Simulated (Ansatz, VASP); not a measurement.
Sc in VASP and in Ansatz

File INCAR:

```
SYSTEM = Sc
AGGAC = 1.0
AGGAX = 1.0
ALDAC = 0.0
ALDAX = 1.0
ALGO = Normal
EDIFF = 1E-6
ENCUT = 520
GGA = B5
ISIF = 2
ISMEAR = -1
LASPH = .True.
LCHARG = .True.
LELF = .True.
LREAL = .False.
LVHAR = .True.
LWAVE = .False.
NBANDS = 12
NELM = 100
PREC = Accurate
SIGMA = 0.1
```

KPOINTS

```
k-points
0
Gamma
  12 12 12
  0 0 0
```

Contents of POSCAR:

```
Sc
1.0
    2.9987198877      0.0000000000      0.0000000000
    0.0000000000      2.9987198877      0.0000000000
    0.0000000000      0.0000000000      2.9987198877
Sc
1
Direct
    0.0000000000      0.0000000000      0.0000000000
```

Input for Ansatz:

```yaml
crystal:
  lattice:
    - [2.9987198877, 0.0, 0.0]
    - [0.0, 2.9987198877, 0.0]
    - [0.0, 0.0, 2.9987198877]
  atoms:
    - { symbol: Sc, position: [0.0, 0.0, 0.0] }
hamiltonian:
  xc: blyp
  pseudopotentials:
    kind: paw
    azcp:
      Sc: "pseudopotentials/Sc.paw.azcp"
basis:
  ecutwfc: 420
  fft_grid_basis: typed
kpoints:
  mp_grid: { grid: [12, 12, 12], shift: [0, 0, 0] }
magnetization:
  spin_polarized: false
scf:
  occupations: { method: fermi_dirac, width: 0.1 }
  lower_state_search: "off"
output:
  stress: true
```

Alike in both runs: task single point; functional BLYP; k mesh 12 × 12 × 12; occupations fermi-dirac, width 0.1 eV; no spin polarisation.

|  | VASP | Ansatz |
| --- | --- | --- |
| version | VASP 6.6.1 | Ansatz 0.2.0 |
| potentials or method | VASP PAW PBE potentials, release 64 (Sc_sv) | plane waves (420 eV) with PAW, scalar-relativistic |
| plane-wave cutoff (eV) | 520 | 420 |
| valence electrons in the cell | 11 | 11 |

|  | VASP | Ansatz | Ansatz less VASP |
| --- | --- | --- | --- |
| pressure (GPa) | 0.0 | 0.0 | 0.00 |

Caveats: the PAW data sets were made with another functional, which shifts forces and pressure a little (VASP).
